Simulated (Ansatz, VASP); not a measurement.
**CdSe (Cadmoselite): VASP beside Ansatz**

File POSCAR:

```
CdSe
1.0
    4.3000000000      0.0000000000      0.0000000000
   -2.1500000000      3.7239092363      0.0000000000
    0.0000000000      0.0000000000      7.0200000000
Cd Se
2 2
Direct
    0.6666666667      0.3333333333      0.5000000000
    0.3333333333      0.6666666667      0.0000000000
    0.6666666667      0.3333333333      0.8850000000
    0.3333333333      0.6666666667      0.3850000000
```

File INCAR.step1:

```
SYSTEM = CdSe
PREC = Accurate ; ENCUT = 520
EDIFF = 1E-5 ; ISMEAR = -1
SIGMA = 0.05 ; LREAL = .FALSE.
LASPH = .TRUE. ; NELM = 80
ALGO = Normal ; ISIF = 2
LWAVE = .TRUE. ; LCHARG = .FALSE.
GGA = PE ; NBANDS = 26
LUSENCCL = .FALSE.
```

The input INCAR.step2:

```
SYSTEM = CdSe
PREC = Accurate ; ENCUT = 520
EDIFF = 1E-6 ; ISMEAR = -1
SIGMA = 0.05 ; LREAL = .FALSE.
LASPH = .TRUE. ; NELM = 80
ALGO = Normal ; ISIF = 2
LWAVE = .FALSE. ; LCHARG = .FALSE.
METAGGA = R2SCAN ; LHFCALC = .TRUE.
AEXX = 0.25 ; LMIXTAU = .TRUE.
PRECFOCK = Normal ; ISTART = 1
NBANDS = 26 ; LUSENCCL = .FALSE.
```

KPOINTS

```
Automatic mesh
0
G
  4 4 2
  0 0 0
```

Contents of input.yaml:

```yaml
crystal:
  lattice:
    - [4.3, 0.0, 0.0]
    - [-2.15, 3.7239092363, 0.0]
    - [0.0, 0.0, 7.02]
  atoms:
    - { symbol: Cd, position: [0.6666666667, 0.3333333333, 0.5] }
    - { symbol: Cd, position: [0.3333333333, 0.6666666667, 0.0] }
    - { symbol: Se, position: [0.6666666667, 0.3333333333, 0.885] }
    - { symbol: Se, position: [0.3333333333, 0.6666666667, 0.385] }
hamiltonian:
  xc: r2scan0
  pseudopotentials: { kind: paw }
kpoints:
  mp_grid: { grid: [4, 4, 2] }
  band_path:
    path:
      - [[0.0, 0.0, 0.0], [0.5, 0.0, 0.0], [0.3333333333, 0.3333333333, 0.0], [0.0, 0.0, 0.0], [0.0, 0.0, 0.5], [0.5, 0.0, 0.5], [0.3333333333, 0.3333333333, 0.5], [0.0, 0.0, 0.5]]
      - [[0.5, 0.0, 0.5], [0.5, 0.0, 0.0]]
      - [[0.3333333333, 0.3333333333, 0.0], [0.3333333333, 0.3333333333, 0.5]]
    npoints: 4
scf:
  occupations: { method: fermi_dirac, width: 0.05 }
  n_extra_bands: 10
output:
  forces: true
  stress: true
  eigenvalues: true
  fatbands: false
```

Alike in both runs: functional r2SCAN0; k mesh 4 × 4 × 2; occupations fermi-dirac, width 0.05 eV; no spin polarisation.

```csv
,VASP,Ansatz
version,VASP 6.6.1,Ansatz 0.2.0
potentials or method,"VASP PAW PBE potentials, release 64 (Cd, Se)",Ansatz PAW
plane-wave cutoff (eV),520,500
valence electrons in the cell,36,72
task,single point,band structure
```

|  | VASP | Ansatz | Ansatz less VASP |
| --- | --- | --- | --- |
| gap on the k mesh at the Fermi level (eV) | 2.64 | 2.60 | -0.037 |
| least direct gap on the mesh (eV) | 2.64 | 2.60 | -0.037 |
| pressure (GPa) | 1.1 | 1.0 | -0.08 |
| largest component of the traceless stress (GPa) | 1.54 | 1.51 | -0.029 |
| rms of the force components (eV/Å) | 0.170 | 0.166 | -0.0040 |

Atom by atom the forces differ by 0.004 eV/Å (rms over components). The two sets of potentials don't hold the same shells in valence.

Caveats: the k mesh is coarse (spacing up to 0.45 Å⁻¹), so the values aren't converged, least of all with exact exchange; the PAW data sets were made with another functional, which shifts forces and pressure a little (VASP); the PAW data sets come from PBE, with cores solved anew for the run's functional, which leaves a small shift of forces and pressure (Ansatz); the thresholds are loose for stress (Ansatz).
